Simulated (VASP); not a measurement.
From an Ansatz input to VASP: BeS (strained rocksalt)

Ansatz input

```yaml
crystal:
  lattice:
    - [0.0, 2.204444837, 2.3172972112]
    - [2.204444837, 0.0, 2.3172972112]
    - [2.204444837, 2.204444837, 0.0]
  atoms:
    - { symbol: Be, position: [0.0, 0.0, 0.0] }
    - { symbol: S, position: [0.5, 0.5, 0.5] }
kpoints:
  mp_grid: { grid: [10, 10, 10] }
  band_path:
    path:
      - [0.0, 0.0, 0.0]
      - [0.5, 0.0, 0.5]
      - [0.625, 0.25, 0.625]
      - [0.375, 0.375, 0.75]
      - [0.5, 0.5, 0.5]
      - [0.5, 0.25, 0.75]
      - [0.15, 0.15, 0.3]
    npoints: 1
hamiltonian:
  xc: pbe
scf:
  occupations: { method: fermi_dirac, width: 0.02 }
  n_extra_bands: 4
output:
  forces: true
  stress: true
  eigenvalues: true
  write_density: true
  write_potential: true
  elf: true
  volumetric_format: npy
```

**Question.** Write VASP inputs for this cell and level of theory.

**Answer.** 

INCAR

```
EDIFF = 1E-7
LWAVE = .FALSE.
PREC = Accurate
NELM = 120
NBANDS = 11
ENCUT = 520
ISIF = 2
ISMEAR = -1
SIGMA = 0.02
LCHARG = .FALSE.
LREAL = .FALSE.
LASPH = .TRUE.
IBRION = -1
NSW = 0
GGA = PE
```

KPOINTS

```
KPOINTS created by Atomic Simulation Environment
0
Gamma
10 10 10
0 0 0
```

KPOINTS_OPT

```
special points
7
Reciprocal
0.0000000000 0.0000000000 0.0000000000 1
0.5000000000 0.0000000000 0.5000000000 1
0.6250000000 0.2500000000 0.6250000000 1
0.3750000000 0.3750000000 0.7500000000 1
0.5000000000 0.5000000000 0.5000000000 1
0.5000000000 0.2500000000 0.7500000000 1
0.1500000000 0.1500000000 0.3000000000 1
```

POSCAR

```
Be S
 1.0000000000000000
     0.0000000000000000    2.2044448370000000    2.3172972112000001
     2.2044448370000000    0.0000000000000000    2.3172972112000001
     2.2044448370000000    2.2044448370000000    0.0000000000000000
 Be  S
   1   1
Cartesian
  0.0000000000000000  0.0000000000000000  0.0000000000000000
  2.2044448369999996  2.2044448369999996  2.3172972111999997
```

VASP ran with the recommended PBE PAW datasets (8 valence electrons in the cell). Other inputs would serve too.

```csv
,Ansatz,VASP
gap between bands v and c,0.78 eV,0.79 eV
least direct gap,3.76 eV,3.77 eV
pressure,13.1 GPa,13.0 GPa
```

Each program uses its own PAW datasets. VASP's cell holds 8 valence electrons and Ansatz's 8. Ansatz's stress includes a Pulay correction; VASP's doesn't.
